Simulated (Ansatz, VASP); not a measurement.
# Cross-check of TiSn between VASP and Ansatz, part 2 of 2

Wanted: the spread between two codes on one cell, functional and k mesh. The cell is generated by rule, not measured, and may not be a known phase. The cell is taken from a series of runs on this material, whose earlier steps may have relaxed, scaled, displaced or heated it; both programs get it as it stands.

VASP 6.6.1 and Ansatz 0.2.0.

So far: Set-up; VASP: zone-centre phonons, PBE.

The structure was built from a prototype and need not be the compound's stable phase.

## Step 3: Ansatz: zone-centre phonons, PBE

Level of this step: Ansatz beside VASP: Kohn-Sham DFT, plane waves, PBE (Ansatz).

Ansatz runs on its default PAW (the set named soft_2) files.

The same cell, functional, mesh and smearing now go to Ansatz, which takes its cutoff from its data sets.

Contents of input.yaml:

```yaml
crystal:
  lattice:
    - [0.0, -2.6358754473, -2.6358754473]
    - [0.0, 2.6358754473, -2.6358754473]
    - [5.8012510443, 0.0, 0.0]
  atoms:
    - { symbol: Ti, position: [0.5, 0.5, 0.3680120214] }
    - { symbol: Ti, position: [0.0, 0.0, 0.1319879786] }
    - { symbol: Sn, position: [0.5, 0.5, -0.106598562] }
    - { symbol: Sn, position: [0.0, 0.0, 0.606598562] }
kpoints:
  mp_grid: { grid: [10, 10, 8] }
hamiltonian:
  xc: pbe
scf:
  occupations: { method: methfessel_paxton, width: 0.15 }
output:
  eigenvalues: true
phonons:
  method: dfpt
```

Launch:

```sh
ansatz run input.yaml --threads 4 --pin off --max-ram 7168MiB --backend cpu --events-out ev --progress --plain --runs-dir out
```

Numbers of over 12 decimals in the logs are rounded to 6 here.

What it wrote:

```text
zone centre: on kpoints.mp_grid the ground state, and the responses unless they are solved on pairs of k-points, stand on 155 of the mesh's 800 k-points, reduced under 4 symmetry operations, with k and −k counted as one. Each operation leaves every solved displacement unchanged or reverses it
Engine: ansatz 0.2.0, aarch64-unknown-linux-gnu
Pseudopotentials: kind: paw
Pseudopotential: Ti, paw, valence charge 12, recommended cutoff 420 eV (normal), Ti.paw.azcp
Pseudopotential: Sn, paw, valence charge 14, recommended cutoff 420 eV (normal), Sn.paw.azcp
Functional definition: PBE
  parameter kappa = 0.804
  parameter beta = 0.066725
  exchange = pbe_x(kappa = kappa, mu = beta*pi^2/3)
  correlation = pbe_c(beta = beta)
Crystal: 4 atoms, lattice volume = 80.612 Å³
Basis set: ecut = 420 eV, 1579 PW (Γ), exchange–correlation on 60×60×80 points (8 copies of the dense FFT grid, shifted against one another)
Bands: 32, of which v1, the nominal top of the filled ones, is band 26 counted from 1 (25 counted from 0)
Symmetry: 16 space group operations
k-points: 155 of 800 (irreducible under 4 space group operations, time reversal used)
Non-local potential: Ti, projectors of the file, l = 0: 3, l = 1: 2, l = 2: 3, l = 3: 1
Non-local potential: Sn, projectors of the file, l = 0: 2, l = 1: 2, l = 2: 2, l = 3: 2
PAW form: soft (Blöchl's): semilocal exchange-correlation on the pseudo side does not see the compensation charge
PAW one-centre angular grid: Ti, 590 points (default); XC on 64 Gauss nodes
PAW one-centre angular grid: Sn, 590 points (default); XC on 64 Gauss nodes
Initial density: superposition of atomic densities (neutral atoms: chi_scale 0, normalization atom), corrected by the library's trained network
Initial wavefunctions: pseudopotential atomic-orbital guess
Functional: x = pbe(κ = 0.804, μ = 0.219515), c = pbe(β = 0.066725)
SCF iter   1: F=—  HF=-17048.674032 eV  |F-HF|=—  |Δ(HF+E_count)|=         —  Δρ=2.85e-3  dr2=5.38e-3  ethr=1.77e-3  ⟨swp⟩=5.8  Hψ=20686  notcnv=0
preconditioner: auto → Kerker (q_TF=auto, 2.536 Å⁻¹)  [metal: Δε(μ)=0.009 eV  Ē_g=14.569 eV  σ=0.150 eV  W_gap=0.05  n_scr=20 (ndim 8)  ℏωp=24.8 eV  f_vac=0.000  D(μ)=3.36/eV (n_scr^D=36)]
SCF iter   2: F=—  HF=-17048.673637 eV  |F-HF|=—  |Δ(HF+E_count)|=   3.95e-4  S|Δr|=    0.00e0  Δρ=1.57e-3  dr2=2.03e-3  ethr=1.04e-5  ⟨swp⟩=2.1  Hψ=7117  notcnv=0
SCF iter   3: F=—  HF=-17048.673700 eV  |F-HF|=—  |Δ(HF+E_count)|=   6.28e-5  S|Δr|=    0.00e0  Δρ=3.09e-4  dr2=1.21e-4  ethr=3.90e-6  ⟨swp⟩=2.6  Hψ=7430  notcnv=0
SCF iter   4: F=—  HF=-17048.673694 eV  |F-HF|=—  |Δ(HF+E_count)|=   5.97e-6  S|Δr|=    0.00e0  Δρ=7.09e-5  dr2=4.93e-6  ethr=2.34e-7  ⟨swp⟩=2.0  Hψ=6085  notcnv=0
SCF iter   5: F=—  HF=-17048.673694 eV  |F-HF|=—  |Δ(HF+E_count)|=   3.99e-7  S|Δr|=    0.00e0  Δρ=2.48e-5  dr2=7.08e-7  ethr=9.47e-9  ⟨swp⟩=2.0  Hψ=7518  notcnv=0
SCF iter   6: F=—  HF=-17048.673694 eV  |F-HF|=—  |Δ(HF+E_count)|=   1.12e-7  S|Δr|=    0.00e0  Δρ=7.42e-6  dr2=4.16e-8  ethr=1.36e-9  ⟨swp⟩=2.0  Hψ=7655  notcnv=0
SCF iter   7: F=—  HF=-17048.673694 eV  |F-HF|=—  |Δ(HF+E_count)|=   2.70e-9  S|Δr|=    0.00e0  Δρ=1.88e-6  dr2=2.87e-9  ethr=8.00e-11  ⟨swp⟩=2.7  Hψ=7870  notcnv=0
SCF iter   8: F=—  HF=-17048.673694 eV  |F-HF|=—  |Δ(HF+E_count)|=  5.82e-11  S|Δr|=    0.00e0  Δρ=6.35e-7  dr2=3.01e-10  ethr=5.53e-12  ⟨swp⟩=2.1  Hψ=8584  notcnv=0
SCF iter   9: F=—  HF=-17048.673694 eV  |F-HF|=—  |Δ(HF+E_count)|=  7.28e-12  S|Δr|=    0.00e0  Δρ=1.64e-7  dr2=1.81e-11  ethr=1.00e-12  ⟨swp⟩=2.7  Hψ=8246  notcnv=0
SCF iter  10: F=-17048.673694 eV  HF=-17048.673694 eV  |F-HF|=7.28e-12  |Δ(HF+E_count)|=  3.64e-12  S|Δr|=    0.00e0  Δρ=4.16e-8  dr2=7.04e-13  ethr=1.00e-12  ⟨swp⟩=6.3  Hψ=20058  notcnv=0
SCF 1 converged in 10 iterations: F = -17048.673694 eV  dr2 = 7.04e-13
  greatest PAW one-centre occupation: 0.999 electrons in one spin orbital (limit 2), on the Ti atom at site 1 (counted from 0), in its partial waves of l = 0
DFPT response loops at Γ: preconditioner auto → Kerker (q_TF=auto, 2.536 Å⁻¹) (partly filled bands, converged f_vac=0.000); β = 1.00, the filter's whole step (`scf.mixing.beta` (0.50) is not read by the response loops under this deck's `scf.mixing.preconditioner`; to damp them name `kerker` or `kerker_dos`, under which they read `scf.mixing.beta`, and type it under 1.00, their step now; both keys bind the ground state too); Broyden in place of MSR1
SCF converged after 10 iterations
Stability not checked: this state was not tested for a lower state beside it, because cold or Methfessel-Paxton smearing, or corrected tetrahedra, fill the levels in a way that the test cannot read (fill_not_monotonic; see scf.lower_state_search)
Free energy (F): -17048.673694 eV
Harris-Foulkes:  -17048.673694 eV  (|F-HF|=7.28e-12)
Internal energy: -17048.671957 eV  (E = F + TS)
E sigma→0 (E₀):  -17048.673260 eV
Entropy (-TS):   -0.001737 eV (-0.434 meV/atom)
Fermi energy:    13.220764 eV
--- Per-component energies (eV) ---
  E_band       = -411.018207
  E_kinetic    = 920.324809
  E_local      = -3065.474593  (includes V_loc(G=0)·N_el)
  E_nonlocal   = -46.189629
  E_hartree    = 1638.288170
  E_xc         = -960.296876
  E_vxc        = -436.888183  (∫ρ·V_xc dr)
  E_paw        = -10372.345655  (= ΣΔE_a)
  E_vpaw       = -1059.367186  (= ΣTr[D̂ρ^β])
  E_aug_tail   = 0.000243  (compensation charges beyond the density's cutoff)
  E_ewald      = -5162.978427
  E_smearing   = -0.001737  (= −TS)
  E_closure    = -0.000000  (closes the sum)
  Σ components = -17048.673694   (vs F -17048.673694, Δ=0.00e0)
--- Band table (eV; the first three rows and the last of 155) ---
  k-point 0: bands = [... 22 lower, 12.9674, 12.9674, 13.5330, 13.6172, 13.9003, 13.9003, 14.4280, 14.4280, ... 2 higher]
  k-point 1: bands = [... 22 lower, 12.8155, 12.8155, 13.5531, 13.6172, 13.9470, 13.9470, 14.5512, 14.6484, ... 2 higher]
  k-point 2: bands = [... 22 lower, 12.5639, 12.5639, 13.5919, 13.6170, 13.9685, 13.9685, 14.4837, 14.7798, ... 2 higher]
  k-point 154: bands = [... 22 lower, 10.8099, 10.8099, 12.2929, 12.2929, 13.2082, 13.2082, 14.6194, 14.6194, ... 2 higher]
--- Phonons (Γ-DFPT): 4 representative perturbations + reference, on 155 of 800 k-points (Σ response iterations 12) ---
  k mesh reduced under 4 symmetry operations, with k and −k counted as one. Each operation leaves every solved displacement unchanged or reverses it
  ASR residual: 6.554e-5 → 0.000e0 eV/Å²; symmetrization residual: 2.730e-5 eV/Å²
  ASR residual per site (eV/Å²): 6.55e-5 6.55e-5 6.01e-5 6.01e-5
  Γ frequencies (cm⁻¹): 0.00 0.00 0.00 116.19 116.19 140.00 163.98 163.98 243.46 245.02 245.02 274.43
  non-analytic LO–TO correction: not included (Born effective charges unavailable; polar crystals: no LO–TO splitting at Γ)
```

Reading the cycles: dr2 is the Hartree energy of the density residual (eV), the measure of convergence; HF is the Harris–Foulkes estimate of the energy, which meets the free energy F at convergence.

## Step 4: Comparison

Known differences besides the potentials themselves: the cutoff is 420 eV in Ansatz and 500 eV in VASP. Total energies have different zeros and are not compared.

Compared:

```tsv
quantity	Ansatz	VASP	difference
optical mode 1 to 2 (cm⁻¹)	116.2	116.2	-0.03 %
optical mode 3 (cm⁻¹)	140.0	139.6	+0.31 %
optical mode 4 to 5 (cm⁻¹)	164.0	164.2	-0.14 %
optical mode 6 (cm⁻¹)	243.5	244.0	-0.21 %
optical mode 7 to 8 (cm⁻¹)	245.0	245.6	-0.23 %
optical mode 9 (cm⁻¹)	274.4	276.5	-0.73 %
```

Modes are paired by rising frequency, not by their patterns, so a pair may set unlike modes beside each other; they are those without the splitting of longitudinal modes.

## Step 5: Summary of results

| Quantity | Value |
| --- | --- |
| r.m.s. difference of the optical zone-centre modes, each program's sorted by frequency (zone-centre phonons, PBE) | 0.77 cm⁻¹ |
| difference in optical mode 9 (zone-centre phonons, PBE) | -0.7 % |

What this shows: The r.m.s. difference of the optical zone-centre modes, each program's sorted by frequency is 0.77 cm⁻¹ (zone-centre phonons, PBE). Among the rows given in per cent, the largest difference of the zone-centre phonons, PBE pair is in optical mode 9, -0.7 %. How closely two codes agree says nothing of how well the functional describes the real material.

[Lines on the potential files, build, host, timing and source positions are cut from VASP's logs without a mark.]

[Logs are printed without paths, hosts, clocks, repeated set-up lines and the standing remarks that a program may print on its own settings, such as how far it seeks lower states.]

[Hosts, paths, dates, database ids (printed as entryN), source tags and the programs' standing remarks are cut or masked in the printed files.]
